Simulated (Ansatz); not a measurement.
# SnSe in Ansatz: settings compared, part 2 of 2

Ansatz 0.2.0.

## Step 3: Band structure, PBE0

input

```
crystal:
  lattice:
    - [4.2853274191, 0.0, 0.0]
    - [0.0, 4.2853274191, 0.0]
    - [0.0, 0.0, 10.99069213]
  atoms:
    - { symbol: Sn, position: [0.0, 0.5, 0.62777089] }
    - { symbol: Sn, position: [0.5, 0.0, 0.37222911] }
    - { symbol: Se, position: [0.0, 0.5, 0.38396051] }
    - { symbol: Se, position: [0.5, 0.0, 0.61603949] }
hamiltonian:
  xc: pbe0
  pseudopotentials: { kind: paw }
kpoints:
  mp_grid: { grid: [4, 4, 2] }
  band_path:
    path:
      - [[0.0, 0.0, 0.0], [0.0, 0.5, 0.0], [0.5, 0.5, 0.0], [0.0, 0.0, 0.0], [0.0, 0.0, 0.5], [0.0, 0.5, 0.5], [0.5, 0.5, 0.5], [0.0, 0.0, 0.5]]
      - [[0.0, 0.5, 0.0], [0.0, 0.5, 0.5]]
      - [[0.5, 0.5, 0.0], [0.5, 0.5, 0.5]]
    npoints: 4
scf:
  occupations: { method: fermi_dirac, width: 0.05 }
  n_extra_bands: 10
output:
  forces: true
  stress: true
  eigenvalues: true
  fatbands: false
```

Potentials or basis: Ansatz PAW.

Standard output:

```text
Warning: output.stress: scf.convergence.dr2_threshold = 1e-7 eV (the SCF's general default) is looser than the 4e-10 eV advised for a printed stress (1e-10 eV for each atom of the cell: 4). What an SCF threshold leaves in a stress goes as its square root, and in the free energy as the threshold itself, and one threshold admits the most on a small cell: of the crystals measured, under no hybrid functional and no lock of the moments, on runs that ended without the residual-converged pass, on stresses that held no estimate of that error, the worst erred by over 100 MPa in a component at 1e-7 eV an atom and by under 5 at 1e-10. Set scf.convergence.dr2_threshold to 4e-10 eV or tighter. The threshold is an SCF's pass mark: one that does not reach it within its budget of iterations ends unconverged, or closes short of it on a stop that the run arms, and scf.convergence.dr2_threshold's page says what that costs each kind of run
Warning: output.stress: scf.exx.energy_threshold = 1e-6 eV is looser than the 4e-8 eV advised for a stress under a hybrid functional (1e-8 eV for each atom of the cell: 4). Every SCF of the exchange loop can meet its threshold on dr2 while the loop round them stops early: no threshold on dr2 bounds what that leaves in the stress. Set scf.exx.energy_threshold to 4e-8 eV or tighter. The threshold is the loop's pass mark: a loop that does not reach it within its budget of cycles ends unconverged, and scf.exx.energy_threshold's page has the law
scf.n_extra_bands = 10 over 30 filled bands (N_el = 60.0): the run solves 40 bands
GPUs: using 1 of 1 available (devices: 1).
Engine: ansatz 0.2.0, x86_64-unknown-linux-gnu
Pseudopotentials: kind: paw
Pseudopotential: Sn, paw, valence charge 14, recommended cutoff 420 eV (normal), Sn.paw.azcp
Pseudopotential: Se, paw, valence charge 16, recommended cutoff 420 eV (normal), Se.paw.azcp
Functional definition: PBE0
  parameter a = 0.25
  parameter kappa = 0.804
  parameter beta = 0.06672455060314922
  exchange = (1 - a)*pbe_x(kappa = kappa, mu = beta*pi^2/3) + a*exact_x
  correlation = pbe_c(beta = beta)
device memory: the entry about to start is reckoned to put 1.7 GiB on a device that reports 52.4 GiB free (of which the cap on the GPU budget leaves the run 18.0 GiB)
GPU FFT provider: cuFFT
GPU libraries: cuBLAS 13.8.2, cuFFT 12.4.0, cuSOLVER 12.3.4
Crystal: 4 atoms, lattice volume = 201.833 Å³
Basis set: ecut = 420 eV, 3933 PW (Γ), exchange–correlation on 60×60×150 points (8 copies of the dense FFT grid, shifted against one another)
Bands: 40, of which v1, the nominal top of the filled ones, is band 30 counted from 1 (29 counted from 0)
Symmetry: 16 space group operations
Space group: P4/nmm (ITA 129), of the structure as read, at distance tolerance 5.9e-5 Å
k-points: 12 of 32
Non-local potential: Sn, projectors of the file, l = 0: 2, l = 1: 2, l = 2: 2, l = 3: 2
Non-local potential: Se, projectors of the file, l = 0: 2, l = 1: 2, l = 2: 3, l = 3: 1
PAW form: soft (Blöchl's): semilocal exchange-correlation on the pseudo side does not see the compensation charge
PAW frozen core: Sn, regenerated for the run's functional, and the local potential with it (the file was generated under x = pbe(κ = 0.804, μ = 0.2195149727645171), c = pbe(β = 0.06672455060314922))
PAW frozen core: Se, regenerated for the run's functional, and the local potential with it (the file was generated under x = pbe(κ = 0.804, μ = 0.2195149727645171), c = pbe(β = 0.06672455060314922))
PAW one-centre angular grid: Sn, 590 points (default); XC on 64 Gauss nodes
PAW one-centre angular grid: Se, 590 points (default); XC on 64 Gauss nodes
Initial density: superposition of atomic densities (neutral atoms: chi_scale 0, normalization atom), corrected by the library's trained network
Initial wavefunctions: pseudopotential atomic-orbital guess
GPU buffer pool allocated for 67500 grid points (all kernels)
GPU transforms: local potential and band sums: pruned to the plane-wave sphere, on 30×30×75
[... 47 lines left out ...]
GPU FFT provider: cuFFT
GPU libraries: cuBLAS 13.8.2, cuFFT 12.4.0, cuSOLVER 12.3.4
GPU buffer pool allocated for 67500 grid points (all kernels)
GPU transforms: local potential and band sums: pruned to the plane-wave sphere, on 30×30×75
Exchange kernel: α = 0.2500, full range, Wigner–Seitz truncation, v(0) = 11805.7352 eV·Å³, q-mesh 4×4×2, nearest image of the exchange supercell L = 17.14 Å, pair-density grid 20×20×48, without the augmentation charges, whose exchange is taken in its separable form by FFT convolution over the k-point mesh (sized by the pseudopotential files, 30×30×75 at the most), smooth part of the exact exchange by density-matrix convolution in up to 4.78 GiB of GPU memory as planned if the GPU has room (build and FFT work areas not counted)
Frozen-core exchange: fock
SCF iter   1: F=—  HF=-22997.568181 eV  |F-HF|=—  |Δ(HF+E_count)|=         —  Δρ=1.16e-6  dr2=1.78e-9  ethr=4.94e-10  ⟨swp⟩=6.2  Hψ=1166  notcnv=0
SCF iter   2: F=-22997.568181 eV  HF=-22997.568181 eV  |F-HF|=1.64e-10  |Δ(HF+E_count)|=   1.72e-9  Δρ=6.42e-7  dr2=4.62e-10  ethr=2.71e-12  ⟨swp⟩=4.2  Hψ=1529  notcnv=0  defer=1
SCF 4 converged in 2 iterations: F = -22997.568181 eV  dr2 = 4.62e-10
  Residual-converged pass: ⟨swp⟩=2.2  Hψ=839  notcnv=0  max |occ|·‖R‖ = 5.7e-7 eV (tolerance 6.5e-7 eV)  dr2=4.60e-10  dr2_onsite=6.23e-11  max |Δocc| = 3.3e-22
hybrid outer 3: dexx = +1.363e-9 eV, tail = 1.08e-9 eV, Δε = 5.29e-5 eV (about 1.12e-5 eV left of the loop's levels), ΔF = 1.44e-4 eV/Å (tail 1.76e-4)
device memory: the entry about to start is reckoned to put 1.2 GiB on a device that reports 53.2 GiB free (of which the cap on the GPU budget leaves the run 18.0 GiB)
NSCF: frozen V_eff on 39 k-points, pencils in batches of 32, up to order 176
hybrid SCF converged: 3 outer / 16 inner (+4 warm-up), last move |dexx| = 1.36e-9 eV, tail = 1.08e-9 eV
Stability not checked: this state was not tested for a lower state beside it, because the functional holds exact exchange (a hybrid, or Hartree-Fock), whose exchange loop this test does not read (fock_operator; see scf.lower_state_search)
Free energy (F): -22997.568181 eV
Frozen-core exchange: fock
Harris-Foulkes:  -22997.568181 eV  (|F-HF|=1.64e-10)
Internal energy: -22997.568181 eV  (E = F + TS)
E sigma→0 (E₀):  -22997.568181 eV
Fermi energy:    3.153510 eV
--- Per-component energies (eV) ---
  E_band       = -1485.257511
  E_kinetic    = 603.933213
  E_local      = -16435.167332  (includes V_loc(G=0)·N_el)
  E_nonlocal   = -1259.952966
  E_hartree    = 8216.004911
  E_xc         = -746.152917
  E_vxc        = -299.690303  (∫ρ·V_xc dr)
  E_exx        = -233.433685  (= α·E_x^exact, valence–valence)
  E_paw        = -12090.534104  (= ΣΔE_a)
  E_vpaw       = -59.521862  (= ΣTr[D̂ρ^β])
  E_aug_tail   = -0.001189  (compensation charges beyond the density's cutoff)
  E_ewald      = -1050.617625
  E_core_change = -1.646487  (= ΣΔE_core)
  E_smearing   = -0.000000  (= −TS)
  E_closure    = -0.000000  (closes the sum)
  Σ components = -22997.568181   (vs F -22997.568181, Δ=0.00e0)
--- Forces (eV/Å), atoms counted from 1 ---
  atom   1  Sn     0.00000000     0.00000000    -0.09946564
  atom   2  Sn     0.00000000     0.00000000     0.09946564
  atom   3  Se     0.00000000     0.00000000     0.11024222
  atom   4  Se     0.00000000     0.00000000    -0.11024222
  max |Σ_I F_I| component: 0.00e0 eV/Å
--- Stress (GPa, compression-positive) ---
       -0.099201       0.000000       0.000000
        0.000000      -0.099201       0.000000
        0.000000       0.000000      -0.446638
  P = ⅓ Tr σ = -0.2150 GPa (-2.150 kbar)
--- Band table (eV; the first three rows and the last of 12) ---
  k-point 0: bands = ["-49.0998", "-49.0997", "-49.0967", "-49.0966", "-49.0962", "-49.0962", "-49.0932", "-49.0932", "-49.0930", "-49.0930", "-21.4750", "-21.4750", "-21.4693", "-21.4682", "-21.4511", "-21.4204", "-21.4128", "-21.4128", "-21.3990", "-21.3990", "-12.9089", "-11.5727", "-4.9628", "-3.5037", "-1.9311", "-1.5820", "-1.5820", "-0.1041", "-0.1041", "1.4800", "4.7616", "6.5937", "6.8854", "7.8353", "7.8353", "8.7412", "8.9746", "9.2735", "9.2735", "10.5374"]
  k-point 1: bands = ["-49.0998", "-49.0997", "-49.0967", "-49.0966", "-49.0962", "-49.0962", "-49.0932", "-49.0932", "-49.0930", "-49.0930", "-21.4750", "-21.4750", "-21.4693", "-21.4682", "-21.4511", "-21.4204", "-21.4128", "-21.4128", "-21.3990", "-21.3990", "-12.9089", "-11.5727", "-4.9633", "-3.5038", "-1.9260", "-1.5820", "-1.5820", "-0.1041", "-0.1041", "1.4804", "4.5536", "6.8861", "7.8259", "7.8340", "7.8340", "7.9304", "8.9691", "9.2747", "9.2747", "9.2999"]
  k-point 2: bands = ["-49.0997", "-49.0997", "-49.0966", "-49.0966", "-49.0962", "-49.0962", "-49.0931", "-49.0931", "-49.0930", "-49.0930", "-21.4788", "-21.4742", "-21.4700", "-21.4659", "-21.4431", "-21.4217", "-21.4123", "-21.4101", "-21.4025", "-21.4005", "-12.6014", "-11.5747", "-5.7809", "-4.6924", "-1.7285", "-1.0540", "-0.7635", "0.2362", "1.1562", "1.3169", "5.1277", "5.3190", "5.9418", "6.9269", "7.0765", "7.2597", "8.3661", "9.0897", "9.9294", "10.7148"]
  k-point 11: bands = ["-49.0997", "-49.0997", "-49.0966", "-49.0966", "-49.0961", "-49.0961", "-49.0931", "-49.0931", "-49.0930", "-49.0930", "-21.4977", "-21.4977", "-21.4533", "-21.4533", "-21.4205", "-21.4205", "-21.4185", "-21.4185", "-21.3996", "-21.3996", "-11.5916", "-11.5916", "-4.6797", "-4.6797", "-3.5442", "-3.5442", "-1.7740", "-1.7740", "-0.0788", "-0.0788", "6.9338", "6.9338", "7.9351", "7.9351", "8.3160", "8.3160", "10.0673", "10.0673", "10.4789", "10.4789"]
```

Run time: 58 s. Hardware: 1 × NVIDIA H100 80GB HBM3 with 2 threads of AMD EPYC 7R13 (Zen 3), shared host; peak memory 2.5 GiB.

What came out:

```yaml
Free_energy: -22997.5682 eV
Largest_force: 0.110 eV/Å
Band_gap_along_the_path: 1.92 eV, direct
```

Forces in eV/Å, atoms in the order of the input:
```
Sn   0.000  0.000 -0.099
Sn   0.000  0.000  0.099
Se   0.000  0.000  0.110
Se   0.000  0.000 -0.110
```

Stress tensor (GPa, compression positive):
```
-0.10  0.00  0.00
 0.00 -0.10  0.00
 0.00  0.00 -0.45
```

Levels at the corners of the path, in eV from the valence-band top:
```tsv
point	band 26	band 27	band 28	band 29	band 30	band 31	band 32	band 33	band 34	band 35
Γ	-3.77	-3.77	-2.29	-2.29	-0.71	2.57	4.40	4.69	5.64	5.64
X	-2.95	-2.08	-2.08	-0.43	-0.43	2.34	2.34	2.99	2.99	4.22
M	-5.73	-3.96	-3.96	-2.27	-2.27	4.79	4.79	5.66	5.66	6.19
Γ	-3.77	-3.77	-2.29	-2.29	-0.71	2.57	4.40	4.69	5.64	5.64
Z	-3.77	-3.77	-2.29	-2.29	-0.71	2.36	4.70	5.64	5.64	5.64
R	-2.95	-2.08	-2.08	-0.43	-0.43	2.35	2.35	2.99	2.99	4.10
A	-5.73	-3.96	-3.96	-2.27	-2.27	4.74	4.74	5.74	5.74	6.13
Z	-3.77	-3.77	-2.29	-2.29	-0.71	2.36	4.70	5.64	5.64	5.64
X	-2.95	-2.08	-2.08	-0.43	-0.43	2.34	2.34	2.99	2.99	4.22
R	-2.95	-2.08	-2.08	-0.43	-0.43	2.35	2.35	2.99	2.99	4.10
M	-5.73	-3.96	-3.96	-2.27	-2.27	4.79	4.79	5.66	5.66	6.19
A	-5.73	-3.96	-3.96	-2.27	-2.27	4.74	4.74	5.74	5.74	6.13
```

Caveat: spin-orbit coupling is left out, which moves the levels of the heavy elements; the PAW data sets come from PBE, with cores solved anew for the run's functional, which leaves a small shift of forces and pressure; the thresholds are loose for stress.
